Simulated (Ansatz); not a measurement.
Random displacements in CaO

Computed with DFT PBE, scalar-relativistic, plane waves, PAW in Ansatz. The runs took a 420 eV cutoff, a Γ-centred 6×6×6 mesh and Gaussian smearing (0.05 eV). No spin polarisation. Energies are free energies at this smearing, counted from the undisturbed cell; pressure is positive in compression.

The starting cell (as given, not relaxed at this level):

```yaml
crystal:
  lattice:
    - [4.89800, 0.00000, 0.00000]
    - [0.00000, -4.89800, 0.00000]
    - [0.00000, 0.00000, -4.89800]
  atoms:
    - { symbol: Ca, position: [0.00000, 0.50000, 0.50000] }
    - { symbol: Ca, position: [0.50000, 0.00000, 0.50000] }
    - { symbol: Ca, position: [0.50000, 0.50000, 0.00000] }
    - { symbol: Ca, position: [0.00000, 0.00000, 0.00000] }
    - { symbol: O, position: [0.50000, 0.00000, 0.00000] }
    - { symbol: O, position: [0.00000, 0.50000, 0.00000] }
    - { symbol: O, position: [0.00000, 0.00000, 0.50000] }
    - { symbol: O, position: [0.50000, 0.50000, 0.50000] }
```

The atoms are displaced (Å, in the unstrained cell):

```csv
atom,ux,uy,uz
Ca1,0.023,-0.425,0.241
Ca2,-0.031,-0.073,-0.092
Ca3,0.124,0.020,0.004
Ca4,0.177,0.074,0.259
O5,0.073,0.053,-0.021
O6,-0.076,0.052,-0.258
O7,-0.287,0.323,-0.147
O8,-0.002,-0.024,0.015
```

Strain (Voigt, engineering shear): (-0.0024, 0.0008, -0.0314, -0.0815, 0.0092, -0.0597).

Q: What are the energy change, the stress and the forces?

A: ΔE = 519.5 meV/atom; stress (xx, yy, zz, yz, xz, xy; compression positive) (3.38, 23.08, 20.84, 12.02, -2.02, 5.97) GPa; gap on the mesh 3.86 eV.
```
atom Fx (eV/Å) Fy Fz
 Ca1       1.32  10.90  -2.66
 Ca2       0.33  -0.25   1.06
 Ca3      -0.09   0.05  -0.10
 Ca4      -0.91  -0.95  -3.14
  O5      -0.57  -0.16   0.07
  O6       0.62   0.53   4.81
  O7      -0.36  -9.94   0.23
  O8      -0.34  -0.20  -0.26
```